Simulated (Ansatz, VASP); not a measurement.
This is a calculation of KMgF3 for VASP 6.6.1. 

The input INCAR:

```
SYSTEM = KMgF3
PREC     = Accurate       ! precision mode
ENCUT    = 520            ! plane-wave cutoff, eV
EDIFF    = 1E-7           ! SCF threshold, eV
ISMEAR   = 0              ! smearing method
SIGMA    = 0.1            ! smearing width, eV
LREAL    = .False.        ! projectors in reciprocal space
LASPH    = .True.         ! aspherical terms in the spheres
NELM     = 80             ! most SCF steps
ALGO     = Normal         ! electronic algorithm
ISIF     = 2              ! what is computed and relaxed
LWAVE    = .False.        ! write WAVECAR
LCHARG   = .True.         ! write CHGCAR
GGA      = PS             ! functional
LELF     = .True.         ! ELF
LVHAR    = .True.
```

File KPOINTS:

```
regular mesh
0
Gamma
  7 7 7
  0 0 0
```

The input POSCAR:

```
KMgF3
1.0
    3.9859000000      0.0000000000      0.0000000000
    0.0000000000      3.9859000000      0.0000000000
    0.0000000000      0.0000000000      3.9859000000
K Mg F
1 1 3
Cartesian
    1.9929500000      1.9929500000      1.9929500000
    0.0000000000      0.0000000000      0.0000000000
    0.0000000000      0.0000000000      1.9929500000
    0.0000000000      1.9929500000      0.0000000000
    1.9929500000      0.0000000000      0.0000000000
```

Potentials or basis: VASP PAW PBE potentials, release 64 (K_sv, Mg_pv, F).

Run with:

```console
$ cat potpaw_PBE.64/K_sv/POTCAR potpaw_PBE.64/Mg_pv/POTCAR potpaw_PBE.64/F/POTCAR > POTCAR
$ mpirun -np 1 vasp_std > vasp.out
```

Question: Translate it to Ansatz 0.2.0. Potentials or basis there: Ansatz PAW, cutoff 420 eV.

Answer: As run (cutoffs and basis follow the program's own potentials, and thresholds, step limits or extra output files can differ):

input.yaml

```yaml
crystal:
  lattice:
    - [3.9859, 0.0, 0.0]
    - [0.0, 3.9859, 0.0]
    - [0.0, 0.0, 3.9859]
  atoms:
    - { symbol: K, position: [0.5, 0.5, 0.5] }
    - { symbol: Mg, position: [0.0, 0.0, 0.0] }
    - { symbol: F, position: [0.0, 0.0, 0.5] }
    - { symbol: F, position: [0.0, 0.5, 0.0] }
    - { symbol: F, position: [0.5, 0.0, 0.0] }
hamiltonian:
  xc: pbesol
  pseudopotentials: { kind: paw }
kpoints:
  mp_grid: { grid: [7, 7, 7] }
scf:
  occupations: { method: gaussian, width: 0.1 }
output:
  forces: true
  stress: true
  eigenvalues: true
```

Potentials or basis: Ansatz PAW.

Launch:

```bash
$ ansatz run input.yaml --threads 2 --pin off --max-ram 5632MiB --backend cpu --events-out ev --progress --plain --runs-dir out
```

Both were run:

|  | VASP | Ansatz |
| --- | --- | --- |
| Pressure | 0.3 GPa | 0.3 GPa |

Ansatz's pressure holds a Pulay term of +0.59 GPa for its cutoff of 420 eV, which the other run lacks.

The potentials hold 38 and 40 valence electrons a cell.

VASP's potentials were made for PBE. Ansatz's potentials were made for PBE.

Where Ansatz's input types no cutoff or centring, it takes its own default and a Γ-centred mesh.

Pressure is positive in compression.
